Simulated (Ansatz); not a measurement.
# C17O: the cost of one run

Method: DFT PBE+D3(BJ), scalar-relativistic, plane waves, PAW, in Ansatz 0.2.0.

9 further runs of the same task are left out: 9 set aside as unsound or not needed.

## (1) The structure to begin with

It takes space group C2/m (No. 12, monoclinic). The conventional cell has a = 4.269 Å, b = 2.465 Å, c = 3.661 Å, α = 90.00°, β = 112.72°, γ = 90.00°. C (site symmetry m) has 3 C at 1.42 Å as nearest neighbours.

Cell or atoms stand a little off a more symmetric structure (R-3m at a tolerance of 0.3 Å), so results at this geometry aren't those of that ideal crystal.

Coordinates:

```cif
data_structure
_symmetry_space_group_name_H-M 'C2/m'
_symmetry_Int_Tables_number 12
_cell_length_a 4.2694
_cell_length_b 2.4649
_cell_length_c 3.6608
_cell_angle_alpha 90.000
_cell_angle_beta 112.717
_cell_angle_gamma 90.000
_cell_volume 35.54
loop_
_atom_site_label
_atom_site_type_symbol
_atom_site_symmetry_multiplicity
_atom_site_Wyckoff_symbol
_atom_site_fract_x
_atom_site_fract_y
_atom_site_fract_z
_atom_site_occupancy
C1 C 4 i 0.83337 0.00000 0.00011 1
```

It goes back to an entry of the Materials Project, which need not be the stable form.

It is the result of an earlier relaxation at this level (volume 8.88 Å³/atom; gap on the mesh: 0.69 eV).

## (4) The grid

Atoms count from 1 in the order of the input.

CO (O end down) is moved over the surface cell at a fixed height above a rigid substrate; the origin of the map has the adsorbate above C15; the height is held at 2.70 Å.

The axes are (1) position of O17 along the first surface vector, from above C15: 4 values from 0.00 to 0.75, periodic; (2) position of O17 along the second surface vector, from above C15: 4 values from 0.00 to 0.75, periodic.

Nothing else is relaxed. Points are written as (first, second).

The two vectors of the plane (Å): (2.465, 0.000, 0.000); (-0.008, 4.413, 0.000).

(The set-up runs are not shown.)

## (5) Grid point (0/4, 0/4) of the map's two axes

Input file input.yaml:

```yaml
crystal:
  lattice:
    - [4.9298867171, 0.0, 0.0]
    - [-0.0081547491, 4.4132984231, 0.0]
    - [0.0, 0.0, 23.6650391378]
  atoms:
    - { symbol: C, position: [0.3745684083, 0.7405378938, 0.1690257082] }
    - { symbol: C, position: [0.8745684082, 0.7405378938, 0.1690257082] }
    - { symbol: C, position: [0.124397409, 0.6365956393, 0.1920113721] }
    - { symbol: C, position: [0.624397409, 0.6365956393, 0.1920113721] }
    - { symbol: C, position: [0.1240513168, 0.4291046604, 0.2380452023] }
    - { symbol: C, position: [0.6240513168, 0.4291046604, 0.2380452023] }
    - { symbol: C, position: [0.3738803176, 0.3251624058, 0.2610308662] }
    - { symbol: C, position: [0.8738803176, 0.3251624058, 0.2610308662] }
    - { symbol: C, position: [0.3735338579, 0.1126520035, 0.3070664097] }
    - { symbol: C, position: [0.8735338579, 0.1126520035, 0.3070664097] }
    - { symbol: C, position: [0.123363838, 0.0072948125, 0.3289983306] }
    - { symbol: C, position: [0.623363838, 0.0072948125, 0.3289983306] }
    - { symbol: C, position: [0.1229920159, 0.7810468122, 0.3748119352] }
    - { symbol: C, position: [0.6229920159, 0.7810468122, 0.3748119352] }
    - { symbol: C, position: [0.3728273259, 0.682679341, 0.3936202718] }
    - { symbol: C, position: [0.8728273259, 0.682679341, 0.3936202718] }
    - { symbol: O, position: [0.3728273259, 0.682679341, 0.5077126248] }
    - { symbol: C, position: [0.3728273259, 0.682679341, 0.556307516] }
basis:
  ecutwfc: 420
kpoints:
  mp_grid: { grid: [6, 6, 1] }
hamiltonian:
  xc: pbe
  pseudopotentials: { kind: paw, azcp: { folder: soft_1 } }
  dispersion: d3bj
scf:
  occupations: { method: gaussian, width: 0.05 }
output:
  forces: true
  eigenvalues: true
efield:
  axis: 3
  dipole_correction: true
  ramp_width: 0.04
```

Launch:

```bash
$ ansatz run input.yaml --threads 1 --pin off --max-ram 3072MiB --backend cpu --events-out ev --progress --plain --runs-dir out
```

Q: Estimate wall time and peak memory on 1 thread of Intel Xeon Platinum 8259CL at 2.50GHz (Skylake/Cascade Lake), shared host.

About 1.7 min, with a peak of 0.81 GiB.
